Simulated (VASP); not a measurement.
# MgO (P-6m2) in VASP: notebook

One crystal, MgO, is run at these levels: PBE; tasks: single point.

All numbers are computed with VASP 6.6.1; they aren't measurements. Logs are shortened: lines on timing, memory, paths and dates and some standing lists are left out, and cuts for length are marked.

## (1) Starting point

Symmetry: P-6m2, No. 187, hexagonal system. Conventional cell: a = 2.938 Å, b = 2.938 Å, c = 2.680 Å, α = 90.00°, β = 90.00°, γ = 120.00°. Around Mg (site symmetry -6m2) lie 6 O at 2.16 Å. O (site symmetry -6m2) has 6 Mg at 2.16 Å as nearest neighbours.

Measurements of this composition are mostly on another form, of space group No. 225.

## (2) Single point, PBE

Input file INCAR:

```
ADDGRID = False
ALGO = Normal
EDIFF = 1E-7
ENCUT = 800
GGA = PE
ISIF = 2
ISMEAR = 0
LASPH = False
LCHARG = False
LREAL = False
LWAVE = False
NELM = 100
PREC = Accurate
SIGMA = 0.05
```

Input file KPOINTS:

```
k-points
0
Gamma
  8 8 7
```

Input file POSCAR:

```
MgO
1.0
    2.9380209034      0.0000000000      0.0000000000
   -1.4690104517      2.5444007392      0.0000000000
    0.0000000000      0.0000000000      2.6796800000
Mg O
1 1
Direct
   -0.0050010000     -0.0013850000      0.0023980000
    0.2972290000      0.6917140000      0.5132270000
```

Potentials or basis: VASP PAW PBE potentials, release 64 (Mg, O_h).

Started as:

```
cat potpaw_PBE.64/Mg/POTCAR potpaw_PBE.64/O_h/POTCAR > POTCAR
mpirun -np 1 vasp_std > vasp.out
```

OUTCAR:

```text
EDIFF = 1E-7
   ENCUT = 800
   GGA = PE
   ISIF = 2
   ISMEAR = 0
   LASPH = False
   LREAL = False
   NELM = 100
   PREC = Accurate

 Found    226 irreducible k-points:

 Following reciprocal coordinates:
            Coordinates               Weight
  0.000000  0.000000  0.000000      1.000000
  0.125000  0.000000  0.000000      2.000000
  0.000000  0.125000  0.000000      2.000000
 -0.125000  0.125000  0.000000      2.000000
  0.250000  0.000000  0.000000      2.000000
  0.000000  0.250000  0.000000      2.000000
   k-points           NKPTS =    226   k-points in BZ     NKDIM =    226   number of bands    NBANDS=      8
   number of dos      NEDOS =    301   number of ions     NIONS =      2
   total plane-waves  NPLWV =  21952
   dimension x,y,z NGX =    28 NGY =   28 NGZ =   28
   dimension x,y,z NGXF=    56 NGYF=   56 NGZF=   56
   ions per type =               1   1
   NGX,Y,Z   is equivalent  to a cutoff of  15.84, 15.84, 17.37 a.u.
   NGXF,Y,Z  is equivalent  to a cutoff of  31.69, 31.69, 34.74 a.u.
 SYSTEM =  unknown system
   PREC   = accura    normal or accurate (medium, high low for compatibility)
   ISTART =      0    job   : 0-new  1-cont  2-samecut
   ICHARG =      2    charge: 1-file 2-atom 10-const
   ISPIN  =      1    spin polarized calculation?
   LNONCOLLINEAR =      F non collinear calculations
   LSORBIT =      F    spin-orbit coupling
   LASPH  =      F    aspherical Exc in radial PAW
   ENCUT  =  800.0 eV  58.80 Ry    7.67 a.u.   6.78  6.78  6.18*2*pi/ulx,y,z
   NELM   =    100;   NELMIN=  2; NELMDL= -5     # of ELM steps
   EDIFF  = 0.1E-06   stopping-criterion for ELM
   LREAL  =      F    real-space projection
   EDIFFG = 0.1E-05   stopping-criterion for IOM
   NSW    =      0    number of steps for IOM
   IBRION =     -1    ionic relax: 0-MD 1-quasi-New 2-CG
   NFREE  =      0    steps in history (QN), initial steepest desc. (CG)
   ISIF   =      2    stress and relaxation
   ISYM   =      2    0-nonsym 1-usesym 2-fastsym
   POTIM  = 0.5000    time-step for ionic-motion
   TEBEG  =    0.0;   TEEND  =   0.0 temperature during run
   PSTRESS=    0.0 pullay stress
   NELECT =       8.0000    total number of electrons
   NUPDOWN=      -1.0000    fix difference up-down
   EMIN   =  10.00;   EMAX   =-10.00  energy-range for DOS
   EFERMI =   0.00;   METHOD = LEGACY
   ISMEAR =     0;   SIGMA  =   0.05  broadening in eV -4-tet -1-fermi 0-gaus
   EFERMI_NEDOS =   21; number of points for ismear=-14 and -15
   IALGO  =     38    algorithm
   IMIX   =      4    mixing-type and parameters
     AMIX     =   0.40;   BMIX     =  1.00
     AMIX_MAG =   1.60;   BMIX_MAG =  1.00
  volume/ion in A,a.u.               =      10.02        67.59
  Fermi-wavevector in a.u.,A,eV,Ry     =   1.205583  2.278221 19.775115  1.453430
  Thomas-Fermi vector in A             =   2.341275
   LORBIT       =      0    0 simple, 1 ext, 2 COOP (PROOUT), +10 PAW based schemes
   GGA     = PE    functional components
   LHFCALC =     F    Hartree Fock is set to
   AEXX    =    0.0000 exact exchange contribution
   IVDW    =     0    specifies the selected vdW correction
   LEPSILON=     F    determine dielectric tensor
   LRPA    =     F    only Hartree local field effects (RPA)
 non-spin polarized calculation
 Gauss-broadening in eV      SIGMA  =   0.05
  energy-cutoff  :      800.00
  volume of cell :       20.03
 maximum number of plane-waves:      1038
   NGX = 13   NGY = 13   NGZ = 13

 number of electron       8.0000000 magnetization

 Free energy of the ion-electron system (eV)
  ---------------------------------------------------
  ext. energy  EPLUGINS =         0.00000000
  ---------------------------------------------------
  free energy    TOTEN  =       -11.18947391 eV

  energy without entropy =      -11.18947391  energy(sigma->0) =      -11.18947391

 E-fermi :   3.9707     XC(G=0): -10.7313

 val. band max:        3.7047601155   @ k =   0.0000   0.0000   0.4286
 cond. band min:       6.6590225710   @ k =   0.0000   0.0000   0.0000
 fundamental gap:      2.9542624555
 Fermi energy:         3.9706979904

 k-point     1 :       0.0000    0.0000    0.0000
  band No.  band energies     occupation
      1     -13.7629      2.00000
      2       2.9970      2.00000
      3       3.1617      2.00000
      4       3.2617      2.00000
      5       6.6590      0.00000
      6      15.5632      0.00000
      7      19.1004      0.00000
      8      19.4491      0.00000

 k-point     2 :       0.1250    0.0000    0.0000
  band No.  band energies     occupation
      1     -13.6299      2.00000
      2       2.1451      2.00000
      3       2.9252      2.00000
      4       3.3116      2.00000
      5       7.5957      0.00000
      6      15.5201      0.00000
      7      17.9796      0.00000
      8      19.7201      0.00000

 k-point     3 :       0.0000    0.1250    0.0000
  band No.  band energies     occupation
      1     -13.6297      2.00000
      2       2.1385      2.00000
      3       2.9341      2.00000
      4       3.3111      2.00000
      5       7.5914      0.00000
      6      15.5268      0.00000
      7      17.9469      0.00000
      8      19.7521      0.00000

 k-point     4 :      -0.1250    0.1250    0.0000
  band No.  band energies     occupation
      1     -13.6276      2.00000
      2       2.0605      2.00000
      3       3.0473      2.00000
      4       3.3051      2.00000
      5       7.5240      0.00000
      6      15.5673      0.00000
      7      17.8049      0.00000
      8      19.8297      0.00000

 k-point     5 :       0.2500    0.0000    0.0000
  band No.  band energies     occupation
      1     -13.2879      2.00000
      2       0.5554      2.00000
      3       2.6582      2.00000
      4       3.4358      2.00000
      5       9.1053      0.00000
      6      14.6362      0.00000
      7      17.5215      0.00000
      8      20.5052      0.00000

 k-point     6 :       0.0000    0.2500    0.0000
  band No.  band energies     occupation
      1     -13.2873      2.00000
      2       0.5504      2.00000
      3       2.6664      2.00000
      4       3.4342      2.00000
      5       9.0935      0.00000
      6      14.6409      0.00000
      7      17.5093      0.00000
      8      20.5224      0.00000

 [... further k-points ...]

------------------------ aborting loop because EDIFF is reached ----------------------------------------

  FORCE on cell =-STRESS in cart. coord.  units (eV):
  Direction    XX          YY          ZZ          XY          YZ          ZX
  --------------------------------------------------------------------------------------
  -------------------------------------------------------------------------------------
  Total       -0.2345933     -0.3238623     -0.1771864     -0.0686479      0.0573757     -0.1038643
  in kB      -18.7630252    -25.9028541    -14.1715567     -5.4905296      4.5889723     -8.3071749
  external PRESSURE =     -19.6124787 kB  Pullay stress =       0.0000000 kB

 VOLUME and BASIS-vectors are now :
 -----------------------------------------------------------------------------
  energy-cutoff  :      800.00
  volume of cell :       20.03
      direct lattice vectors                 reciprocal lattice vectors
     2.938020903  0.000000000  0.000000000     0.340365175  0.196509926  0.000000000
    -1.469010452  2.544400739  0.000000000     0.000000000  0.393019851  0.000000000
     0.000000000  0.000000000  2.679680000     0.000000000  0.000000000  0.373178887

 POSITION                                       TOTAL-FORCE (eV/Angst)
 -----------------------------------------------------------------------------------
      1.45635      2.54088      0.00643        -0.576453      0.319325      0.125617
     -0.14287      1.76000      1.37528         0.576453     -0.319325     -0.125617
 -----------------------------------------------------------------------------------
    total drift:                                0.001235      0.000048     -0.000706

  FREE ENERGIE OF THE ION-ELECTRON SYSTEM (eV)
  ---------------------------------------------------
  free  energy   TOTEN  =       -11.1894739122 eV

  energy  without entropy=      -11.1894739122  energy(sigma->0) =      -11.18947391
```

It took 54 s on 1 thread of AMD EPYC 7R13 (Zen 3), shared host; peak memory 0.2 GiB.

These settings aren't checked as converged: the numbers below hold their error.

What came out:

```yaml
Free_energy: -11.1895 eV
Largest_force: 0.671 eV/Å
Band_gap_on_the_k_mesh: 2.95 eV, indirect (least direct gap 3.40 eV)
```

Caveat: the cutoff is under 1.25 times the usual one of these potentials, so pressure, stress and relaxed cells hold a basis-set (Pulay) error; an odd mesh through Γ misses points on the zone boundary, where band edges often lie.

## (3) Single point, PBE

Input file INCAR:

```
ADDGRID = False
ALGO = Normal
EDIFF = 1E-4
ENCUT = 800
GGA = PE
ISIF = 2
ISMEAR = 0
LASPH = True
LCHARG = False
LREAL = Auto
LWAVE = False
NELM = 100
PREC = Normal
SIGMA = 0.05
```

KPOINTS is that of step 2.

Input file POSCAR:

```
MgO
1.0
    2.9380209034      0.0000000000      0.0000000000
   -1.4690104517      2.5444007392      0.0000000000
    0.0000000000      0.0000000000      2.6796800000
Mg O
1 1
Direct
    0.0000000000      0.0000000000      0.0000000000
    0.3333333333      0.6666666667      0.5000000000
```

Potentials or basis: VASP PAW PBE potentials, release 64 (Mg, O_h).

Started as:

```
cat potpaw_PBE.64/Mg/POTCAR potpaw_PBE.64/O_h/POTCAR > POTCAR
mpirun -np 1 vasp_std > vasp.out
```

OUTCAR:

```text
EDIFF = 1E-4
   ENCUT = 800
   GGA = PE
   ISIF = 2
   ISMEAR = 0
   LASPH = True
   LREAL = Auto
   NELM = 100
   PREC = Normal

 Found     40 irreducible k-points:

 Following reciprocal coordinates:
            Coordinates               Weight
  0.000000  0.000000  0.000000      1.000000
  0.125000  0.000000  0.000000      6.000000
  0.250000  0.000000  0.000000      6.000000
  0.375000  0.000000  0.000000      6.000000
  0.500000  0.000000  0.000000      3.000000
  0.125000  0.125000  0.000000      6.000000
   k-points           NKPTS =     40   k-points in BZ     NKDIM =     40   number of bands    NBANDS=      8
   number of dos      NEDOS =    301   number of ions     NIONS =      2
   total plane-waves  NPLWV =   8000
   dimension x,y,z NGX =    20 NGY =   20 NGZ =   20
   dimension x,y,z NGXF=    40 NGYF=   40 NGZF=   40
   ions per type =               1   1
   NGX,Y,Z   is equivalent  to a cutoff of  11.32, 11.32, 12.41 a.u.
   NGXF,Y,Z  is equivalent  to a cutoff of  22.63, 22.63, 24.82 a.u.
 SYSTEM =  unknown system
   PREC   = normal    normal or accurate (medium, high low for compatibility)
   ISTART =      0    job   : 0-new  1-cont  2-samecut
   ICHARG =      2    charge: 1-file 2-atom 10-const
   ISPIN  =      1    spin polarized calculation?
   LNONCOLLINEAR =      F non collinear calculations
   LSORBIT =      F    spin-orbit coupling
   LASPH  =      T    aspherical Exc in radial PAW
   ENCUT  =  800.0 eV  58.80 Ry    7.67 a.u.   6.78  6.78  6.18*2*pi/ulx,y,z
   NELM   =    100;   NELMIN=  2; NELMDL= -5     # of ELM steps
   EDIFF  = 0.1E-03   stopping-criterion for ELM
   LREAL  =      T    real-space projection
   EDIFFG = 0.1E-02   stopping-criterion for IOM
   NSW    =      0    number of steps for IOM
   IBRION =     -1    ionic relax: 0-MD 1-quasi-New 2-CG
   NFREE  =      0    steps in history (QN), initial steepest desc. (CG)
   ISIF   =      2    stress and relaxation
   ISYM   =      2    0-nonsym 1-usesym 2-fastsym
   POTIM  = 0.5000    time-step for ionic-motion
   TEBEG  =    0.0;   TEEND  =   0.0 temperature during run
   PSTRESS=    0.0 pullay stress
   NELECT =       8.0000    total number of electrons
   NUPDOWN=      -1.0000    fix difference up-down
   EMIN   =  10.00;   EMAX   =-10.00  energy-range for DOS
   EFERMI =   0.00;   METHOD = LEGACY
   ISMEAR =     0;   SIGMA  =   0.05  broadening in eV -4-tet -1-fermi 0-gaus
   EFERMI_NEDOS =   21; number of points for ismear=-14 and -15
   IALGO  =     38    algorithm
   IMIX   =      4    mixing-type and parameters
     AMIX     =   0.40;   BMIX     =  1.00
     AMIX_MAG =   1.60;   BMIX_MAG =  1.00
  volume/ion in A,a.u.               =      10.02        67.59
  Fermi-wavevector in a.u.,A,eV,Ry     =   1.205583  2.278221 19.775115  1.453430
  Thomas-Fermi vector in A             =   2.341275
   LORBIT       =      0    0 simple, 1 ext, 2 COOP (PROOUT), +10 PAW based schemes
   GGA     = PE    functional components
   LHFCALC =     F    Hartree Fock is set to
   AEXX    =    0.0000 exact exchange contribution
   IVDW    =     0    specifies the selected vdW correction
   LEPSILON=     F    determine dielectric tensor
   LRPA    =     F    only Hartree local field effects (RPA)
 non-spin polarized calculation
 Gauss-broadening in eV      SIGMA  =   0.05
  energy-cutoff  :      800.00
  volume of cell :       20.03
 maximum number of plane-waves:      1038
   NGX = 13   NGY = 13   NGZ = 13

 number of electron       7.9999990 magnetization

 Free energy of the ion-electron system (eV)
  ---------------------------------------------------
  ext. energy  EPLUGINS =         0.00000000
  ---------------------------------------------------
  free energy    TOTEN  =       -11.23921960 eV

  energy without entropy =      -11.23921960  energy(sigma->0) =      -11.23921960

 E-fermi :   3.9929     XC(G=0): -10.7385

 val. band max:        3.6806066480   @ k =   0.3750   0.2500   0.0000
 cond. band min:       6.6816260927   @ k =   0.0000   0.0000   0.0000
 fundamental gap:      3.0010194447
 Fermi energy:         3.9929045264

 k-point     1 :       0.0000    0.0000    0.0000
  band No.  band energies     occupation
      1     -13.7510      2.00000
      2       3.0852      2.00000
      3       3.0860      2.00000
      4       3.2892      2.00000
      5       6.6816      0.00000
      6      15.5578      0.00000
      7      19.2537      0.00000
      8      19.2537      0.00000
[... 45 lines left out ...]
 k-point     6 :       0.1250    0.1250    0.0000
  band No.  band energies     occupation
      1     -13.3768      2.00000
      2       1.0256      2.00000
      3       2.6633      2.00000
      4       3.4218      2.00000
      5       8.7383      0.00000
      6      15.0090      0.00000
      7      17.5230      0.00000
      8      20.0990      0.00000

 [... further k-points ...]

------------------------ aborting loop because EDIFF is reached ----------------------------------------

  FORCE on cell =-STRESS in cart. coord.  units (eV):
  Direction    XX          YY          ZZ          XY          YZ          ZX
  --------------------------------------------------------------------------------------
  -------------------------------------------------------------------------------------
  Total       -0.4150874     -0.4150874     -0.4432830     -0.0000000      0.0000000      0.0000000
  in kB      -33.1991394    -33.1991394    -35.4542512     -0.0000000      0.0000000      0.0000000
  external PRESSURE =     -33.9508433 kB  Pullay stress =       0.0000000 kB

 VOLUME and BASIS-vectors are now :
 -----------------------------------------------------------------------------
  energy-cutoff  :      800.00
  volume of cell :       20.03
      direct lattice vectors                 reciprocal lattice vectors
     2.938020903  0.000000000  0.000000000     0.340365175  0.196509926  0.000000000
    -1.469010452  2.544400739  0.000000000     0.000000000  0.393019851  0.000000000
     0.000000000  0.000000000  2.679680000     0.000000000  0.000000000  0.373178887

 POSITION                                       TOTAL-FORCE (eV/Angst)
 -----------------------------------------------------------------------------------
      0.00000      0.00000      0.00000         0.000000      0.000000      0.000000
     -0.00000      1.69627      1.33984        -0.000000      0.000000      0.000000
 -----------------------------------------------------------------------------------
    total drift:                                0.000146     -0.000084     -0.000000

  FREE ENERGIE OF THE ION-ELECTRON SYSTEM (eV)
  ---------------------------------------------------
  free  energy   TOTEN  =       -11.2392195981 eV

  energy  without entropy=      -11.2392195981  energy(sigma->0) =      -11.23921960
```

stdout:

```text
POSCAR found type information on POSCAR MgO
 POSCAR found :  2 types and       2 ions
 scaLAPACK will be used
 -----------------------------------------------------------------------------
|                                                                             |
|                                                                             |
|     You have a (more or less) 'small supercell' and for smaller cells       |
|     it is recommended to use the reciprocal-space projection scheme!        |
|     The real-space optimization is not efficient for small cells and it     |
|     is also less accurate ...                                               |
|     Therefore, set LREAL=.FALSE. in the INCAR file.                         |
|                                                                             |
 -----------------------------------------------------------------------------

 LDA part: xc-table for (Slater+PW92), standard interpolation
 POSCAR, INCAR and KPOINTS ok, starting setup
 FFT: planning ... GRIDC
 FFT: planning ... GRID_SOFT
 FFT: planning ... GRID
 WAVECAR not read
 entering main loop
```

It took 5.2 s on 1 thread of AMD EPYC 7R13 (Zen 3), shared host; peak memory 0.1 GiB.

The run converged, but some of its settings lie outside the range that counts as converged, so its numbers aren't taken as properties of the crystal.

What came out:

- Free energy: -11.2392 eV
- Band gap on the k mesh: 3.00 eV, indirect (least direct gap 3.39 eV)

Caveat: the cutoff is under 1.25 times the usual one of these potentials, so pressure, stress and relaxed cells hold a basis-set (Pulay) error; an odd mesh through Γ misses points on the zone boundary, where band edges often lie.

(Continued in part 2 of 2.)
